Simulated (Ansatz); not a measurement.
## HfO2: equation of state with rPW86-PBE+rVV10

HfO2:

```
Hf O
1.0
     5.11800    0.00000    0.00000
     0.00000    5.18570    0.00000
    -0.85866    0.00000    5.21387
Hf O
4 8
Direct
  0.27550 0.46030 0.70800
  0.72450 0.96030 0.79200
  0.72450 0.53970 0.29200
  0.27550 0.03970 0.20800
  0.07420 0.16840 0.84670
  0.92580 0.66840 0.65330
  0.92580 0.83160 0.15330
  0.07420 0.33160 0.34670
  0.44870 0.74190 0.98010
  0.55130 0.24190 0.51990
  0.55130 0.25810 0.01990
  0.44870 0.75810 0.48010
```

| Item | Value |
| --- | --- |
| Program | Ansatz 0.2.0 |
| Task | equation of state |
| Functional | rPW86-PBE |
| Dispersion | rVV10 |
| Potentials or basis | Ansatz PAW |
| Cutoff | 420 eV |
| Density cutoff | 2100 eV |
| k mesh | 5 × 5 × 5 |
| Occupations | fermi-dirac, width 0.05 eV |
| Spin | no spin polarisation |

- Equilibrium volume: 11.96 Å³/atom
- Bulk modulus at fixed shape and positions: 233 GPa
- Pressure derivative of the bulk modulus: 4.1

Energy against volume, from the lowest point:
| volume (Å³/atom) | energy (meV/atom) |
| --- | --- |
| 10.840 | 89.50 |
| 11.070 | 54.34 |
| 11.301 | 28.62 |
| 11.532 | 11.56 |
| 11.762 | 2.27 |
| 11.993 | 0.00 |
| 12.223 | 4.12 |

All runs of the series together: 2.6 min on 2 threads of Arm Neoverse V2, on a shared host.

Caveat: the potentials were made for another functional, which shifts forces and pressure; the cell was scaled at fixed shape and fractional positions, which overstates the stiffness of a crystal with free parameters, most of all of layers and chains. Spin-orbit coupling is left out, which matters for the levels of Hf.
